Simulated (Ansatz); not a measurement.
# BAs (F-43m): from the first guess to the electronic structure, part 2 of 2

What volume does BAs (F-43m) take, and is it a metal or an insulator at this level? The pressure is brought towards zero step by step, and the electronic structure follows.

Ansatz 0.2.0; DFT PBE, scalar-relativistic, plane waves, PAW. Earlier steps stand in the parts before.

## 5. Bands and density of states at the final cell

The input, input.yaml:

```yaml
crystal:
  lattice:
    - [0.0, 2.4037551284, 2.4037551284]
    - [2.4037551284, 0.0, 2.4037551284]
    - [2.4037551284, 2.4037551284, 0.0]
  atoms:
    - { symbol: B, position: [0.0, 0.0, 0.0] }
    - { symbol: As, position: [0.75, 0.75, 0.75] }
basis:
  ecutwfc: 420
  ecutrho_ratio: 4
kpoints:
  mp_grid: { grid: [12, 12, 12] }
  band_path:
    path:
      - [[0.0, 0.0, 0.0], [-0.5, -0.5, 0.0], [-0.375, -0.375, 0.25]]
      - [[-0.375, 0.0, 0.375], [0.0, 0.0, 0.0], [0.0, 0.0, 0.5], [-0.5, -0.25, 0.25], [-0.5, -0.5, 0.0]]
    npoints: 14
hamiltonian:
  xc: pbe
scf:
  occupations: { method: gaussian, width: 0.05 }
  n_extra_bands: 9
output:
  forces: true
  stress: true
  eigenvalues: true
  populations: true
  dos: { projected: true, de: 0.02, nscf_kmesh: { grid: [18, 18, 18] } }
  bader: true
  write_density: true
  write_potential: true
  elf: true
  volumetric_format: npy
```

The run is started by

```
$ ansatz run input.yaml --threads 4 --pin off --max-ram 7168MiB --backend cpu --events-out ev --progress --plain --runs-dir out
```

Log:

```text
Warning: RAYON_NUM_THREADS=4 ignored (pool sized by the plan → 4); use --threads N
scf.n_extra_bands = 9 over 9 filled bands (N_el = 18.0): the run solves 18 bands
Engine: ansatz 0.2.0, aarch64-unknown-linux-gnu
Pseudopotentials: kind: paw
Pseudopotential: B, paw, valence charge 3, recommended cutoff 420 eV (normal), B.paw.azcp
Pseudopotential: As, paw, valence charge 15, recommended cutoff 420 eV (normal), As.paw.azcp
Functional definition: PBE
  parameter kappa = 0.804
  parameter beta = 0.06672455060314922
  exchange = pbe_x(kappa = kappa, mu = beta*pi^2/3)
  correlation = pbe_c(beta = beta)
Crystal: 2 atoms, lattice volume = 27.778 Å³
Basis set: ecut = 420 eV, 537 PW (Γ), exchange–correlation on 48×48×48 points (8 copies of the dense FFT grid, shifted against one another)
Bands: 18, of which v1, the nominal top of the filled ones, is band 9 counted from 1 (8 counted from 0)
Symmetry: 24 space group operations
Space group: F-43m (ITA 216), of the structure as read, at distance tolerance 3.0e-5 Å
k-points: 72 of 1728 (time reversal used)
Non-local potential: B, projectors of the file, l = 0: 2, l = 1: 2, l = 2: 1
Non-local potential: As, projectors of the file, l = 0: 2, l = 1: 2, l = 2: 3, l = 3: 1
PAW form: soft (Blöchl's): semilocal exchange-correlation on the pseudo side does not see the compensation charge
PAW one-centre angular grid: B, 110 points (default); XC on 64 Gauss nodes
PAW one-centre angular grid: As, 590 points (default); XC on 64 Gauss nodes
Initial density: superposition of atomic densities (neutral atoms: chi_scale 0, normalization atom), corrected by the library's trained network
Initial wavefunctions: pseudopotential atomic-orbital guess
Functional: x = pbe(κ = 0.804, μ = 0.2195149727645171), c = pbe(β = 0.06672455060314922)
SCF iter   1: F=—  HF=-5012.105277 eV  |F-HF|=—  |Δ(HF+E_count)|=         —  Δρ=7.79e-4  dr2=1.08e-4  ethr=1.77e-3  ⟨swp⟩=5.2  Hψ=6844  notcnv=0  defer=8
preconditioner: auto → none  [insulator: Δε(μ)=1.212 eV  Ē_g=17.512 eV  σ=0.050 eV  W_gap=1.00  n_scr=8 (ndim 8)  ℏωp=19.9 eV  f_vac=0.001  D(μ)=0.00/eV (n_scr^D=0)  ε∞_Penn≈2.3]
SCF iter   2: F=—  HF=-5012.105262 eV  |F-HF|=—  |Δ(HF+E_count)|=   1.53e-5  Δρ=3.91e-4  dr2=1.59e-5  ethr=6.00e-7  ⟨swp⟩=2.6  Hψ=2606  notcnv=0  defer=116
SCF iter   3: F=—  HF=-5012.105291 eV  |F-HF|=—  |Δ(HF+E_count)|=   2.87e-5  Δρ=2.12e-4  dr2=3.75e-6  ethr=8.82e-8  ⟨swp⟩=2.0  Hψ=1598  notcnv=0  defer=116
SCF iter   4: F=—  HF=-5012.105308 eV  |F-HF|=—  |Δ(HF+E_count)|=   1.78e-5  Δρ=3.06e-5  dr2=1.58e-7  ethr=2.08e-8  ⟨swp⟩=3.0  Hψ=1671  notcnv=0  defer=116
iter 5 did not close the SCF: its close was put off for the readings that it lacked (scf_convergence_deferred on its scf_iter line)
SCF iter   5: F=-5012.105309 eV  HF=-5012.105309 eV  |F-HF|=2.66e-8  |Δ(HF+E_count)|=   3.16e-7  Δρ=9.43e-6  dr2=2.74e-8  ethr=8.79e-10  ⟨swp⟩=2.0  Hψ=1664  notcnv=0  defer=116
SCF iter   6: F=-5012.105309 eV  HF=-5012.105309 eV  |F-HF|=4.00e-11  |Δ(HF+E_count)|=   7.76e-9  Δρ=4.66e-7  dr2=6.65e-11  ethr=1.52e-10  ⟨swp⟩=8.1  Hψ=7185  notcnv=0
SCF 1 converged in 6 iterations: F = -5012.105309 eV  dr2 = 6.65e-11
NSCF: frozen V_eff on 86 k-points
NSCF: frozen V_eff on 195 k-points
SCF converged after 6 iterations
Free energy (F): -5012.105309 eV
Harris-Foulkes:  -5012.105309 eV  (|F-HF|=4.00e-11)
Internal energy: -5012.105309 eV  (E = F + TS)
E sigma→0 (E₀):  -5012.105309 eV
Fermi energy:    11.428225 eV
--- Per-component energies (eV) ---
  E_band       = -214.855215
  E_kinetic    = 151.242772
  E_local      = -1710.640753  (includes V_loc(G=0)·N_el)
  E_nonlocal   = -657.824709
  E_hartree    = 946.345407
  E_xc         = -111.125709
  E_vxc        = -117.259374  (∫ρ·V_xc dr)
  E_paw        = -1915.279739  (= ΣΔE_a)
  E_vpaw       = 226.936297  (= ΣTr[D̂ρ^β])
  E_aug_tail   = 0.000006  (compensation charges beyond the density's cutoff)
  E_ewald      = -1714.822584
  E_smearing   = -0.000000  (= −TS)
  E_closure    = 0.000000  (closes the sum)
  Σ components = -5012.105309   (vs F -5012.105309, Δ=0.00e0)
--- Forces (eV/Å), atoms counted from 1 ---
  atom   1  B     -0.00000000     0.00000000     0.00000000
  atom   2  As     0.00000000     0.00000000     0.00000000
  max |Σ_I F_I| component: 4.80e-16 eV/Å
--- Stress (GPa, compression-positive) ---
        0.147314      -0.000000      -0.000000
        0.000000       0.147314       0.000000
       -0.000000       0.000000       0.147314
  P = ⅓ Tr σ = 0.1473 GPa (1.473 kbar)
--- Band table (eV; the first three rows and the last of 72) ---
  k-point 0: bands = ["-24.9628", "-24.9628", "-24.9628", "-24.9421", "-24.9421", "-4.4074", "10.8231", "10.8231", "10.8231", "14.0805", "14.0805", "14.0805", "15.2554", "20.3166", "23.8734", "23.8734", "25.1795", "25.1795"]
  k-point 1: bands = ["-24.9626", "-24.9623", "-24.9623", "-24.9420", "-24.9420", "-4.2952", "9.7920", "10.6097", "10.6097", "14.1940", "14.3623", "14.3623", "15.9204", "20.7671", "22.9745", "22.9745", "24.7764", "26.4944"]
  k-point 2: bands = ["-24.9621", "-24.9610", "-24.9610", "-24.9419", "-24.9419", "-3.9625", "7.8975", "10.1565", "10.1565", "14.0354", "14.9520", "14.9520", "17.3027", "21.7145", "22.1709", "22.1709", "24.4128", "28.5941"]
  k-point 71: bands = ["-24.9597", "-24.9562", "-24.9484", "-24.9445", "-24.9392", "-0.1746", "2.8577", "5.4581", "5.7482", "16.0844", "16.6603", "17.5977", "17.7516", "23.0057", "26.1513", "26.5299", "29.4976", "33.2106"]
--- Löwdin populations: 2 sites ---
  site symbol       q [e]
     0      B      3.5817
     1     As     14.3806
  spilling = 0.002095 (of n_electrons = 18.000000)
--- Bader charges: 2 sites ---
  site symbol  charge [e]  shift [e]
     0      B      0.1237     0.0143
     1     As     -0.1237     0.0143
  estimated error of the sums over rays = 3.5e-4 e
```

It took 6.9 s on 4 threads of Arm Neoverse V2, shared host; peak memory 0.33 GiB.

Read off: volume 13.889 Å³/atom, pressure 0.15 GPa, gap on the mesh 1.21 eV.

Band energies at the corners of the path (eV from the valence-band top), the three nearest on each side:

```csv
point,filled,empty
Γ,0.00 0.00 0.00,3.26 3.26 3.26
X,-8.41 -4.00 -4.00,1.46 1.47
U,-8.04 -5.82 -3.41,2.06 5.50
K,-8.04 -5.82 -3.41,2.06 5.50
L,-8.64 -1.79 -1.79,2.58 4.77 4.77
W,-7.97 -5.37 -5.07,5.26 5.84 6.77
```

Empty levels over 7.6 eV, where the set of bands solved is no longer complete, are left out.

Highest filled and lowest empty level along the path:

```csv
distance (1/Å),highest filled (eV),lowest empty (eV)
0.00,0.00,3.26
0.28,-0.90,2.71
0.56,-2.25,1.90
0.84,-3.29,1.33
1.12,-3.88,1.23
1.34,-3.99,1.47
1.44,-3.95,1.51
1.54,-3.85,1.62
1.64,-3.69,1.77
1.74,-3.49,1.98
1.87,-3.15,2.32
2.17,-2.17,3.28
2.46,-1.11,3.90
2.76,-0.34,3.68
3.06,-0.02,3.29
3.32,-0.16,3.37
3.56,-0.74,3.18
3.80,-1.29,2.87
4.04,-1.66,2.65
4.29,-1.79,2.58
4.49,-2.03,3.16
4.68,-2.71,3.79
4.88,-3.66,4.26
5.08,-4.65,4.91
5.26,-5.06,5.13
5.40,-4.90,4.04
5.54,-4.59,2.89
5.68,-4.24,1.98
5.82,-4.01,1.50
```

Counts of states by energy window, in eV from the valence-band top:

```csv
from,to,total,B 2p,As 4p,B 2s,As 4s
-7,-6,0.33,0.07,0.15,0.07,0.04
-6,-5,0.68,0.25,0.34,0.05,0.03
-5,-4,0.88,0.36,0.43,0.06,0.03
-4,-3,1.14,0.51,0.56,0.04,0.02
-3,-2,1.00,0.47,0.48,0.02,0.01
-2,-1,0.61,0.30,0.29,0.01,0.01
-1,0,0.18,0.09,0.08,0.00,0.00
0,1,0.00,0.00,0.00,0.00,0.00
1,2,0.16,0.05,0.04,0.03,0.02
2,3,0.64,0.23,0.14,0.11,0.08
3,4,1.32,0.52,0.27,0.19,0.18
4,5,1.05,0.35,0.36,0.11,0.07
```

Below -7 eV the file holds 1.2 more states, down to its end at -9 eV.

The maps below are laid out on this run's own conventional cell (a, b, c = 4.808, 4.808, 4.808 Å).

Density in a lattice plane of the grid's cell (edges 4.81 and 4.81 Å, at 0.000 of the third edge), which holds B.

Values in e/Å³, 12 rows by 12 columns:
```
0.64 0.67 0.43 0.23 0.12 0.07 0.05 0.07 0.12 0.23 0.43 0.67
0.46 0.43 0.35 0.25 0.17 0.12 0.10 0.12 0.17 0.25 0.35 0.43
0.22 0.23 0.25 0.27 0.25 0.23 0.22 0.23 0.25 0.26 0.25 0.23
0.10 0.12 0.17 0.25 0.35 0.43 0.46 0.43 0.35 0.25 0.17 0.12
0.05 0.07 0.12 0.23 0.43 0.67 0.64 0.67 0.43 0.23 0.12 0.07
0.04 0.05 0.10 0.22 0.46 0.64 0.23 0.64 0.46 0.22 0.10 0.05
0.05 0.07 0.12 0.23 0.43 0.67 0.64 0.67 0.43 0.23 0.12 0.07
0.10 0.12 0.17 0.25 0.35 0.43 0.46 0.43 0.35 0.25 0.17 0.12
0.22 0.23 0.25 0.26 0.25 0.23 0.22 0.23 0.25 0.27 0.25 0.23
0.46 0.43 0.35 0.25 0.17 0.12 0.10 0.12 0.17 0.25 0.35 0.43
0.64 0.67 0.43 0.23 0.12 0.07 0.05 0.07 0.12 0.23 0.43 0.67
0.23 0.64 0.46 0.22 0.10 0.05 0.04 0.05 0.10 0.22 0.46 0.64
```
Columns run along the first of these edges and rows up along the second, over one cell in 12 and 12 even steps from the bottom left corner. Atoms in the plane (fractional): B at (0.00, 0.00), B at (0.50, 0.50).

ELF in the same plane.

Ten even steps from ' ' (0.00) to '@' (0.74):
```
  ..==%%@@%%**--::..          ..::--**%%@@%%==..
==++%%@@@@%%**==::....      ....::==**%%@@@@%%++
##%%@@@@@@%%**++==--::......::--==++**%%@@@@@@%%
##%%%%%%%%##**++++====------====++++**##%%%%%%%%
++++******************++++++**##**********##**++
----====++++**##%%%%%%%%##%%%%%%%%##**++++====--
....::--==++**%%@@@@@@%%##%%@@@@@@%%**++==--::..
    ....::==**%%@@@@%%++==++%%@@@@%%**==::....  
      ..::--**%%@@%%==..  ..==%%@@%%**--::..    
        ..--++##%%**::      ::**%%##++--..      
      ..::--**%%@@%%==..  ..==%%@@%%**--::..    
    ....::==**%%@@@@%%++==++%%@@@@%%**==::....  
....::--==++**%%@@@@@@%%##%%@@@@@@%%**++==--::..
----====++++**##%%%%%%%%##%%%%%%%%##**++++====--
++++**##**********##**++++++******************++
##%%%%%%%%##**++++====------====++++**##%%%%%%%%
##%%@@@@@@%%**++==--::......::--==++**%%@@@@@@%%
==++%%@@@@%%**==::....      ....::==**%%@@@@%%++
  ..==%%@@%%**--::..          ..::--**%%@@%%==..
    ::**%%##++--..              ..--++##%%**::  
```
Columns run along the first of these edges and rows up along the second, over one cell in 24 and 20 even steps from the bottom left corner. Atoms in the plane (fractional): B at (0.00, 0.00), B at (0.50, 0.50).

Both are smooth fields of the valence electrons: close to the nuclei they are not physical.

The highest ELF values outside the cores: 0.90 on the B–As line, 0.8 Å from B.

ELF in the plane through atom 1 (B) and two of its nearest As neighbours, 7.2 Å on a side, that atom in the middle and its first bond to the right.

Ten even steps from ' ' (0.01) to '@' (0.90):
```
::::==**++::                      ::==**==..::**@@
**##%%%%**--....::--====--..      ..==******++++**
%%@@@@@@##++++++++******++==..      ::--====--::::
####**--++%%%%##++----==**++::        ......      
++--    --@@@@%%==..::::++++--                    
++++--..==%%@@##++::::==**++--          ..        
++****++++++********##%%%%##==::::::--====--::    
::--==--::..::--++##@@@@@@##**++**++********==::  
  ....        ..--**##**--==##@@%%**--::--**++--..
                ::====    ..%%@@%%++..::::++++--..
......          ::++**==..--##@@%%**--::==****==..
======--..      ::==****++++++++******##%%%%##++::
++****++==..      ::------::....::==##@@@@@@%%****
::::==**==::                      ::++##++::--##@@
::..--++==::                      ::====..    **@@
----++**++::      ......          ::==**++----**%%
##%%%%%%**--::::--==++++==::      ..--++****++==++
%%@@@@%%**********++******==::      ..::----::....
****--..==%%@@##++::::--**++--                    
```
Atoms in the plane (Å from the middle): As (2.1, 0.0), As (-0.7, 2.0), As (-3.5, -2.0), B (2.8, -2.0), B (0.0, 0.0), B (-2.8, 2.0).

## 6. Outcome

This closing draws on all 2 parts. Changes of volume or cell count from the first structure of part 1.

```
                     quantity                                                                      value
                  space group                                                            F-43m (No. 216)
            conventional cell  a = 4.808 Å, b = 4.808 Å, c = 4.808 Å, α = 90.00°, β = 90.00°, γ = 90.00°
                       volume                                                             13.889 Å³/atom
                     pressure                                                                   0.15 GPa
                          gap                                              1.20 eV on the path, indirect
                Bader charges                                                        B +0.12; As -0.12 e
highest ELF outside the cores                                                   0.90, about 0.8 Å from B
```

What this shows: From the first run shown, the volume went from 13.76 to 13.89 Å³/atom (+0.9 %) in 2 runs, where the pressure is zero within 0.15 GPa. The gap on the path is indirect, 1.20 eV, with the valence top at Γ and the conduction bottom between Γ and X; the top 1.5 eV of the valence band is led by B 2p (51 % of the projected weight, then As 4p with 46 %), the lowest 1.5 eV of the conduction band by B 2p (40 % of the projected weight, then As 4p with 26 %). It is the Kohn-Sham gap of a semilocal functional; such gaps usually fall short of measured ones. B gives up the most charge, +0.12 e by Bader's partition. Against the measured lattice constant a of BAs, 4.77659 Å (299.8 K; powder; “Thermal expansion coefficients of high thermal conducting BAs and BP materials”, 2019, arxiv:1906.04101), the calculated 4.808 Å is off by +0.6 %. 4 values of this kind are on record (4.7741 to 4.7776 Å); this one was drawn at random among those near their median, those with a stated uncertainty first. The calculation is for 0 K without zero-point motion. A measured gap of BAs is 1.82 eV (indirect; 300 K; “Basic Physical Properties of Cubic Boron Arsenide”, 2019, arxiv:1911.11281); the calculated 1.20 eV misses it by -33.9 %.
